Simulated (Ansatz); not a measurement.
Zn in Ansatz: the effect of functional

Crystal: Zn.

```
Zn
1.0
     2.67000    0.00000    0.00000
    -1.33500    2.31229    0.00000
     0.00000    0.00000    4.96600
Zn
2
Direct
  0.66667 0.33333 0.75000
  0.33333 0.66667 0.25000
```

Alike in all runs:

| Property | Result |
| --- | --- |
| Program | Ansatz 0.2.0 |
| Task | band structure |
| Potentials or basis | all-electron LAPW, scalar-relativistic |
| Cutoff | 264 eV (chosen from the basis error) |
| Basis error allowed | 0.001 eV/atom |
| k mesh | 11 × 11 × 6 |
| Occupations | fermi-dirac, width 0.05 eV |
| Spin | no spin polarisation |

Question: One run gave: pressure -5.6 GPa. Which functional did it use?
A. PBE
B. PBEsol
C. LDA

Answer: B.

| functional | pressure (GPa) |
| --- | --- |
| PBE | -0.7 |
| LDA | -9.1 |
| PBEsol | -5.6 |
